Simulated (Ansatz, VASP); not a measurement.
# One calculation of Sn, two programs

```
Sn
1.0
    -2.94014    2.94014    1.59930
     2.94014   -2.94014    1.59930
     2.94014    2.94014   -1.59930
Sn
2
Direct
  0.00000 0.00000 0.00000
  0.75000 0.25000 0.50000
```

Alike in both runs: task single point; functional PBEsol; k mesh 9 × 9 × 9; occupations fermi-dirac, width 0.05 eV; no spin polarisation.

```csv
,VASP,Ansatz
version,VASP 6.6.1,Ansatz 0.2.0
potentials or method,"VASP PAW PBE potentials, release 64 (Sn_d)",Ansatz PAW
plane-wave cutoff (eV),520,420
valence electrons in the cell,28,28
```

Ansatz gave:

```
gap on the k mesh at the Fermi level (eV)       : none
pressure (GPa)                                  : -1.4
largest component of the traceless stress (GPa) : 0.26
```

Which values does VASP return?

gap on the k mesh at the Fermi level (eV): none; pressure (GPa): -1.5; largest component of the traceless stress (GPa): 0.25.

A gap of «none» marks a metal or a gap that the smearing closes.

Caveats: the PAW data sets were made with another functional, which shifts forces and pressure a little (VASP); the PAW data sets come from PBE, with cores solved anew for the run's functional, which leaves a small shift of forces and pressure (Ansatz).
